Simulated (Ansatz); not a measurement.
Method: DFT PBE, scalar-relativistic, plane waves, PAW (Ansatz). Settings: cutoff 420 eV, Γ-centred meshes spaced at most about 0.3 Å⁻¹, and about 0.25 Å⁻¹ or finer for metals (2π included), Gaussian smearing. No spin polarisation.

Temperature and zero-point effects are left out.

Two relaxed structures of In₇O:

A.

```xyz
8
Lattice="0.0000 4.8235 4.8235 4.8235 0.0000 4.8235 4.8235 4.8235 0.0000" Properties=species:S:1:pos:R:3 pbc="T T T"
In    7.1889    4.8235    4.8235
In    2.4581    4.8235    4.8235
In    4.8235    2.4581    4.8235
In    4.8235    7.1889    4.8235
In    4.8235    4.8235    2.4581
In    4.8235    4.8235    7.1889
In    2.4117    2.4117    2.4117
O     0.0000    0.0000    0.0000
```

B.

```xyz
8
Lattice="3.3492 0.0000 0.0000 -1.6746 2.9005 0.0000 0.0000 0.0000 20.2991" Properties=species:S:1:pos:R:3 pbc="T T T"
In    0.0000    1.9337    1.5373
In    1.6746    0.9668   18.7618
In    1.6746    0.9668   12.9336
In    0.0000    0.0000   10.1495
In    0.0000    1.9337    7.3655
In    1.6746    0.9668    4.4868
In    0.0000    1.9337   15.8122
O     0.0000    0.0000    0.0000
```

Question: Which would you expect to be lower, and how large is the difference?

Answer: B is lower, by 126 meV/atom. A has space group F-43m (No. 216), 28.1 Å³/atom and no gap on its mesh; B has space group P-3m1 (No. 164), 24.6 Å³/atom and no gap. Counting In atoms around O (those within 1.25 times the shortest such distance or 1.15 times the sum of covalent radii, 1.27 where that leaves under three; the shortest distance is added where it exceeds 1.18 times the sum of covalent radii), A and B both have O 6 from 2.5 Å. The denser one is the lower, and pressure would at first widen the difference. Both come from invented guesses.

Cells relaxed within their symmetry can be saddle points.
